**Q:** The measured gap of zinc-blende GaN is roughly 3.3 eV, and a PBE calculation gives far less. PBE also tends to make crystals a little too large. Could the wrong cell size be the whole trouble?

**A:** That can be tested, because a calculation can squeeze or stretch the crystal at will and report the gap each time. In the table below the two gap columns agree in every row. The highest filled and the lowest empty state both stay at Γ, the centre of the Brillouin zone. The gap also changes smoothly from row to row, which gives no sign that a different state takes over at either edge.

Zinc-blende GaN, computed with Ansatz 0.2.0 using PBE, plane waves and PAW, without spin polarisation or spin–orbit coupling; the r2SCAN-relaxed cell is scaled uniformly to each volume. The cutoff is 420 eV, the k mesh 10×10×10 and the Fermi–Dirac smearing 0.02 eV. Gaps are the least found on the mesh, at high-symmetry k points and on paths between them.

```tsv
volume (Å³/atom)	shortest distance (Å)	band gap (eV)	least direct gap (eV)
9.725	1.849	2.749	2.749
9.789	1.853	2.710	2.710
9.973	1.864	2.593	2.593
10.064	1.870	2.536	2.536
10.381	1.889	2.339	2.339
11.037	1.928	1.947	1.947
11.091	1.931	1.916	1.916
11.375	1.948	1.756	1.756
11.719	1.967	1.564	1.564
12.071	1.987	1.375	1.375
12.430	2.006	1.192	1.192
13.410	2.057	0.715	0.715
```

**Q:** Which of these cells would PBE choose for itself?

**A:** None of them exactly. The same calculations also give the pressure on each cell, and it passes through zero between the rows at 11.719 and 12.071 Å³/atom. Straight interpolation puts PBE's own volume at 11.77 Å³/atom, with a gap of 1.54 eV.

The row at 11.375 Å³/atom has a geometry found with another functional, r2SCAN. Its cubic cell of eight atoms has an edge of about 4.5 Å, close to what is measured. PBE regards that cell as squeezed, by about 6 GPa.

**Q:** So if I use the realistic cell instead of the PBE one, how much of the gap do I get back?

**A:** About 0.2 eV of the 1.8 eV that is missing, or roughly an eighth. Your suspicion has the right sign, since PBE's larger cell does lower the gap, but most of the error remains when the cell is right. Even the smallest cell in the table, at almost 50 GPa, is still about 0.55 eV short of the measured value. No volume in this range repairs the gap, and a realistic one comes nowhere near it.

**Q:** Are you comparing like with like? My sample has vibrating atoms.

**A:** Not quite. The calculation holds the nuclei still, and zero-point motion would lower the computed gap further, so the deficit would grow. Spin–orbit coupling is also left out, but in GaN it is far too weak to matter on this scale. The table doesn't test whether a higher plane-wave cutoff would shift the gap.

**Q:** I would have reached a different conclusion about pressure. Near zero pressure your gap rises by about 37 meV per GPa. Over 50 GPa that adds 1.8 eV, which is just what is missing.

**A:** Your arithmetic is right, and it shows how two errors can hide each other. The straight line in pressure predicts 3.35 eV for the smallest cell, close to the gap measured at ordinary pressure. The calculation itself gives 2.75 eV there. The line is 0.6 eV too high, and that error happens to fill the hole left by PBE.

**Q:** How could I have noticed, if I had only data at modest pressure?

**A:** With difficulty, because at 12.6 GPa the line is only about 0.05 eV too high. The better warning is the sign of the misses. Away from zero pressure the line lies above the computed gaps on the compressed side, and on the stretched side it lies above them again. Scatter would fall on both sides, whereas misses of one sign at both ends mean that a straight line has been laid on a bending curve.

**Q:** What bends it? Do the electrons respond less once the crystal is squeezed?

**A:** Hardly. The pressure coefficient mixes two properties, and they can be separated. One is the change of the gap E for a given relative change of the volume V, a = dE/d ln V, called the deformation potential. The other is the bulk modulus, B = −dP/d ln V, which says how much pressure P that volume change costs. For the same small change of volume, dividing the change of the gap by the change of pressure gives

dE/dP = −a/B.

Near zero pressure a is −6.4 eV, and between 38 and 50 GPa it is −6.2 eV, so the electronic response is almost unchanged. The bulk modulus meanwhile doubles, from about 175 to 345 GPa. The pressure coefficient therefore falls by half, to 18 meV per GPa. The bend in the curve is almost entirely mechanical.

**Q:** Why should the crystal become so much stiffer?

**A:** At rest, the attraction that holds the bonds together balances a repulsion between the electron clouds of neighbouring atoms. The repulsion rises much more steeply as the atoms approach. Each further per cent of compression is therefore opposed more strongly than the last, and it costs more pressure. Since the gap follows the compression actually achieved, each extra GPa buys less gap.

**Q:** Then what should I extrapolate in, if not pressure?

**A:** In the logarithm of the volume, which counts relative changes. If a is constant, the relation dE = a d ln V adds up to

E(V) = E₀ + a ln(V/V₀),

where V₀ is the zero-pressure volume and E₀ the gap there. I take a from just two rows, those at 11.375 and 12.071 Å³/atom, which lie on either side of zero pressure. The gap falls by 0.381 eV between them while ln V rises by 0.0594, and the quotient is a = −6.4 eV.

**Q:** Show me that it works for the smallest cell.

**A:** That cell had no part in setting a, so it is a fair trial. The ratio V/V₀ is 9.725/11.77 = 0.826, and its logarithm is −0.191. Multiplied by −6.4 eV, this gives a rise of 1.22 eV. Added to 1.54 eV, it predicts 2.76 eV, against 2.75 eV computed.

Over the whole table this law misses by no more than about 0.015 eV, and the largest miss is in the most stretched cell. A straight line in the volume itself, with its slope taken from the same two rows and the same starting point E₀ at V₀, misses by up to 0.09 eV. Theory promises a constant a only for small strains. That it holds so well over this wide range is a finding for this crystal, and a should be checked again before the law is used elsewhere.

**Q:** And if pressure is what I control?

**A:** Convert it to a volume first, with an equation of state that lets the crystal stiffen, and then use the logarithm. Keep in mind that these cells are held in the zinc-blende structure. Real GaN is known to change to the rock-salt structure at pressures of the order of the highest ones here. The most compressed rows show how this structure would respond, not what a press would deliver.

**Q:** You have told me how the gap follows the volume. Why does it widen at all when the bonds shorten?

**A:** Because the lowest empty state is antibonding. At Γ it is built from s orbitals on gallium and nitrogen that meet with opposite sign, so the wave function has a node between the atoms. When the atoms approach, these orbitals overlap more, and the antibonding combination is pushed up. This is the standard picture of the conduction edge in such semiconductors.

**Q:** Can you see in the calculation that it is the upper edge that moves?

**A:** Approximately. Band energies at different volumes have no common zero, so a marker inside the crystal is needed, and the compact Ga 3d states can serve as one. I use the two of them that, by symmetry, can't mix with N 2p at Γ. From 12.071 to 9.973 Å³/atom the conduction edge rises by 1.26 eV against this marker, while the valence top rises by only 0.05 eV. If the marker itself drifts with volume, both figures change by the same amount. The comparison therefore points to the conduction edge as the one that does most of the work, but doesn't prove it.

This gives a rule for related crystals. Where the gap lies between such an antibonding s state and a p-like valence top, compression should open it. For a similar deformation potential, the softer crystal will show the larger change per GPa. The rule ends where another state becomes the band edge.

**Q:** Back to the main failure, then. If the volume isn't to blame, what is PBE getting wrong?

**A:** First, consider what the two numbers mean. The measured value stands for the fundamental gap, apart from a small binding between electron and hole if it was found with light. That gap is the energy needed to take an electron out of the crystal, less the energy regained when one is added elsewhere. The calculation reports something else, the distance between a filled and an empty level in one common potential.

In exact density-functional theory the two differ, because the potential jumps by a constant as soon as an electron is added beyond the filled bands. This jump is called the derivative discontinuity. PBE builds its potential from the local density and its gradient. One extra electron spread over a large crystal changes these by almost nothing, so the PBE potential doesn't jump, and that part of the gap is lost.

**Q:** Is that the only cause?

**A:** There is a second one, self-interaction. An electron should not repel itself, but PBE removes this spurious repulsion only in part. The remainder is greatest for electrons in compact orbitals, and it pushes their levels up. In GaN the compact orbitals are the Ga 3d states.

**Q:** Does the calculation show any trace of it?

**A:** Yes, in the position of those states. In the two cells where I compared the levels, the Ga 3d level lies about 13 eV below the valence top. Photoemission finds it at roughly 17 eV. The difference isn't a clean measure of self-interaction, though. When an electron is removed the others respond, which makes the removal easier and hides part of the error.

The misplaced level matters for the gap as well. Ga 3d states mix with the N 2p states at the valence top, and the upper partner of such a mixture is pushed upwards. The closer the 3d level lies, the stronger the push, so a 3d level that is too shallow lifts the valence top and narrows the gap. These results can't tell how much of the missing gap comes from this and how much from the absent jump.

**Q:** Could I have recognised the PBE failure from the gaps alone, without a measurement?

**A:** No. The gaps run smoothly and obey a simple law, but smoothness shows only that the calculation is consistent with itself. The failure of the pressure line is visible within the calculations, because compressed cells with known pressures are there to contradict it. The failure of PBE appears only against something from outside, such as a measured gap or a measured 3d level.

**Q:** Then what may I use these numbers for?

**A:** For changes of the gap with volume, rather than for the gap itself. You could add a constant that makes the gap right at one known volume and let the calculated trend do the rest. That assumes the missing part stays the same when the crystal is squeezed. Over a small strain the missing part shouldn't drift far, but any drift makes the calculated slope wrong as well. There is no better level of theory here to check this, so a measured gap at a second pressure would be worth having.
